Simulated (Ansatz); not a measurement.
# Equation of state of CuAl3 under PBEsol

```
Cu Al
1.0
     3.92415    0.00000    0.00000
     0.00000    3.92415    0.00000
     0.00000    0.00000    3.92415
Cu Al
1 3
Direct
  0.00000 0.00000 0.00000
  0.50000 0.50000 0.00000
  0.50000 0.00000 0.50000
  0.00000 0.50000 0.50000
```

The cell comes from a database or a generator and needn't be the stable form of this composition.

The cell was scaled at fixed shape and fractions and run with Ansatz, all-electron LAPW, scalar-relativistic; PBEsol, k mesh 7 × 7 × 7 on the cell of 4 atoms, fermi-dirac occupations of 0.05 eV, no spin polarisation, no spin-orbit coupling. Energies are those that the program minimises, any entropy of the smearing included. For a metal such a mesh isn't converged to the digits shown.

```tsv
V (Å³/atom)	energy over the lowest row (meV/atom)
14.2005	5.78
14.5027	0.77
14.8048	0.00
15.1070	?
15.4091	9.45
15.7112	18.92
16.0134	31.11
```

Q: Fit the third-order Birch-Murnaghan form, give V0, B0 and B′, and predict the energy left open.

A: With y = (V0/V)^(2/3), E = E0 + (9 V0 B0/16) [(y - 1)³ B′ + (y - 1)² (6 - 4y)]. Least squares through the rows shown give V0 = 14.7109 Å³/atom, E0 = -0.19 meV, B0 = 101.3 GPa (1 eV/Å³ = 160.218 GPa) and B′ = 4.40, with a largest miss of 0.01 meV. At V = 15.1070 the form with these constants gives 3.02 meV; the run gave 3.03 meV an atom.
